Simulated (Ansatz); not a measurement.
**Levels of theory for AgI (zincblende)**

All numbers come from the PAW code Ansatz. (Simulation; no magnetic order is allowed.)

The cell is AgI built on the zincblende prototype; cell and atoms were relaxed with r2SCAN. Space group F-43m (No. 216), cubic; a = 6.577 Å in the conventional setting, 35.57 Å³ an atom. Around Ag lie 4 I at 2.85 Å; around I lie 4 Ag at 2.85 Å.

```
CELL_PARAMETERS angstrom
0.00000 3.28857 3.28857
3.28857 0.00000 3.28857
3.28857 3.28857 0.00000
ATOMIC_POSITIONS crystal
Ag 0.00000 0.00000 0.00000
I 0.25000 0.25000 0.25000
```

Relaxed lattice by functional, symmetry kept:
```
functional  k mesh  a (Å)  volume (Å³/atom)
       PBE   6×6×6  6.630             36.42
    r2SCAN   6×6×6  6.577             35.57
```

Band edges at fixed r2SCAN geometry:

| level | k mesh | gap (eV) | kind | edges | least direct gap (eV) | rough cost |
| --- | --- | --- | --- | --- | --- | --- |
| PBE | 6×6×6 | 1.34 | direct | Γ | 1.34 | 8 core-seconds |
| PBE+SOC | 6×6×6 | 1.12 | direct | Γ | 1.12 | 22 core-seconds |
| r2SCAN | 6×6×6 | 1.82 | direct | Γ | 1.82 | 9 core-seconds |
| HSE06 | 4×4×4 | 2.51 | direct | Γ | 2.51 | 70 core-seconds |
| PBE0 | 4×4×4 | 3.18 | direct | Γ | 3.18 | 70 core-seconds |

PBE: smearing of 0.02 eV; the others have fixed occupations.
Wave cutoffs: 420 eV, 500 eV (r2SCAN).
Costs come from shared machines and give only the order; PBE's includes the band path. The runs had 2 threads of Arm Neoverse V1, with other jobs on the host.

The HSE06 gap is direct at Γ: 2.51 eV. Spin-orbit coupling changes the PBE gap by -0.23 eV, to 1.12 eV; at Γ the threefold valence level splits into a fourfold and a twofold level 0.64 eV apart, the fourfold one on top.

r2SCAN covers 41 % of the step from PBE to HSE06, while HSE06 needs about 7 times r2SCAN's cost (on a coarser mesh). Spin-orbit coupling moves the least or the direct gap by up to 0.23 eV, so it has to be included where a tenth of an eV counts. Among these functionals the gap stays direct.

r2SCAN (ground state on 6×6×6): The electronic dielectric tensor ε∞ is 4.63 in all directions. Born charges, averaged over directions: Ag +1.23, I -1.23 e.

Only the levels marked +SOC include spin-orbit coupling.

The meshes of the hybrids are coarse, so their gaps aren't converged to the digits shown.
